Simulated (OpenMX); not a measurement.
# AlN in OpenMX: convergence with ElectronicTemperature

Input of the first run (ElectronicTemperature 3000 K); the others differ in this setting and in those tied to it:

Contents of AlN.dat:

```
System.CurrrentDirectory             ./
System.Name                          AlN
DATA.PATH                            ./DFT_DATA13
level.of.stdout                      1
level.of.fileout                     0
Species.Number                       2
<Definition.of.Atomic.Species
  Al  Al7.0-s2p1d1           Al_PBE13
  N   N6.0-s2p2              N_PBE13
Definition.of.Atomic.Species>

Atoms.Number                         2
Atoms.SpeciesAndCoordinates.Unit     FRAC
<Atoms.SpeciesAndCoordinates
    1  Al    0.0119830000    0.0119820000   -0.0128720000   1.500  1.500
    2  N     0.2373840000    0.2505940000    0.2570170000   2.500  2.500
Atoms.SpeciesAndCoordinates>

Atoms.UnitVectors.Unit               Ang
<Atoms.UnitVectors
     0.0000000000    2.1839935596    2.1839935596
     2.1839935596    0.0000000000    2.1839935596
     2.1839935596    2.1839935596    0.0000000000
Atoms.UnitVectors>

scf.XcType                           GGA-PBE
scf.SpinPolarization                 off
scf.ElectronicTemperature            3000.0
scf.energycutoff                     400.0
scf.maxIter                          100
scf.EigenvalueSolver                 band
scf.Kgrid                            7 7 7
scf.Mixing.Type                      rmm-diisk
scf.Init.Mixing.Weight               0.05
scf.Min.Mixing.Weight                0.001
scf.Max.Mixing.Weight                0.3
scf.Mixing.History                   25
scf.Mixing.StartPulay                8
scf.criterion                        1.0e-8
scf.stress.tensor                    on
MD.Type                              nomd
```

Potentials or basis: OpenMX 2013 PBE set, Al7.0-s2p1d1, N6.0-s2p2, grid cutoff 400 Ry.

Run with:

```sh
$ openmx AlN.dat -nt 1 > AlN.std
```

The cell isn't the ideal one: atoms moved at random, drawn with an rms of 0.05 Å.

The cell comes from a database or a generator and needn't be the stable form of this composition.

Hardware: 1 thread of Arm Neoverse V1, on a shared host.

```csv
ElectronicTemperature,"energy less the tightest run, at zero smearing (meV/atom)",SCF cycles,CPU time (s),peak memory (GiB)
3000 K,0.10,16,39,0.37
2000 K,0.00,16,38,0.37
1200 K,0.00,16,38,0.37
800 K,0.00,16,38,0.37
500 K,0.00,16,38,0.37
300 K,0.00,16,38,0.37
150 K,0.00,16,38,0.37
75 K,0.00,16,38,0.37
```

Against the tightest run, the energy stays within 1 meV/atom from 3000 K on. The tightest run that finished is the yardstick and may itself not be fully converged.

Caveat, for the tightest run too: an odd mesh through Γ misses points on the zone boundary, where band edges often lie; the basis of atomic orbitals isn't converged, which shifts pressures, moduli and gaps.
